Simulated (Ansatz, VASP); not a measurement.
# PbSe (Clausthalite) in VASP and in Ansatz

INCAR

```
PREC = Accurate
ENCUT = 520
EDIFF = 1E-6
ISMEAR = 0
SIGMA = 0.01
LREAL = F
LASPH = T
NELM = 100
ALGO = Normal
ISIF = 2
LWAVE = F
LCHARG = F
NBANDS = 17
```

KPOINTS

```
Automatic mesh
0
Gamma
  8 8 8
```

Contents of POSCAR:

```
PbSe
1.0
    0.0000000000      3.0696893642      3.0696893642
    3.0696893642      0.0000000000      3.0696893642
    3.0696893642      3.0696893642      0.0000000000
Pb Se
1 1
Direct
    0.0000000000      0.0000000000      0.0000000000
    0.5000000000      0.5000000000      0.5000000000
```

Input for Ansatz:

```yaml
crystal:
  lattice:
    - [0.0, 3.0696893642, 3.0696893642]
    - [3.0696893642, 0.0, 3.0696893642]
    - [3.0696893642, 3.0696893642, 0.0]
  atoms:
    - { symbol: Pb, position: [0.0, 0.0, 0.0] }
    - { symbol: Se, position: [0.5, 0.5, 0.5] }
kpoints:
  mp_grid: { grid: [8, 8, 8] }
  band_path:
    path:
      - [0.0, 0.0, 0.0]
      - [0.5, 0.0, 0.5]
      - [0.625, 0.25, 0.625]
      - [0.375, 0.375, 0.75]
      - [0.5, 0.5, 0.5]
      - [0.5, 0.25, 0.75]
      - [0.0, 0.0, 0.5]
    npoints: 1
hamiltonian:
  xc: lda
scf:
  occupations: { method: fixed }
  n_extra_bands: 4
output:
  forces: true
  stress: true
  eigenvalues: true
  write_density: true
  write_potential: true
  elf: true
  volumetric_format: npy
```

Alike in both runs: task single point; functional LDA; k mesh 8 × 8 × 8; no spin polarisation.

```csv
,VASP,Ansatz
version,VASP 6.6.1,Ansatz 0.2.0
potentials or method,"VASP PAW LDA potentials, release 64 (Pb_d, Se)","plane waves, PAW"
plane-wave cutoff (eV),520,420
occupations,"gaussian, width 0.01 eV",fixed
valence electrons in the cell,20,30
```

|  | VASP | Ansatz | Ansatz less VASP |
| --- | --- | --- | --- |
| gap on the k mesh at the Fermi level (eV) | 0.19 | 0.21 | +0.021 |
| pressure (GPa) | -2.4 | -2.5 | -0.09 |

The two sets of potentials don't hold the same shells in valence.

Caveats: spin-orbit coupling is left out, which as a rule narrows the gap of such compounds by several tenths of an eV.
